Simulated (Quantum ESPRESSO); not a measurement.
BAs: equation of state with LDA

**The experiment to reproduce.**

From “Basic Physical Properties of Cubic Boron Arsenide”, 2019, arxiv:1911.11281, for a bulk crystal of BAs: bulk modulus 148 GPa.

The system is BAs.

```
As B
1.0
     0.00000    2.38850    2.38850
     2.38850    0.00000    2.38850
     2.38850    2.38850    0.00000
As B
1 1
Cartesian
  3.5827 3.5827 3.5827
  0.0000 0.0000 0.0000
```

```json
{
 "Program": "Quantum ESPRESSO 7.5",
 "Task": "equation of state",
 "Functional": "LDA",
 "Potentials or basis": "PseudoDojo 0.4.1 SR LDA standard",
 "Cutoff": "1088 eV",
 "Density cutoff": "4354 eV",
 "k mesh": "10 × 10 × 10",
 "Occupations": "fermi-dirac, width 0.05 eV",
 "Spin": "no spin polarisation"
}
```

* Equilibrium volume: 13.25 Å³/atom
* Bulk modulus: 147 GPa
* Pressure derivative of the bulk modulus: 4.1

Energy against volume, from the lowest point:
```csv
volume (Å³/atom),energy (meV/atom)
12.809,6.58
13.081,0.55
13.354,0.00
13.626,4.39
13.899,13.20
14.171,26.03
14.444,42.46
```

All runs of the series together: 2.9 min on 1 thread of Arm Neoverse V1, on a shared host.

Measured bulk modulus of BAs: 148 GPa (quoted in “Basic Physical Properties of Cubic Boron Arsenide”, 2019, arxiv:1911.11281). This calculation gives 147 GPa (-0.8 %). The fit is for a static lattice scaled at fixed shape and fixed fractional positions.

LDA usually gives volumes a few per cent too small.
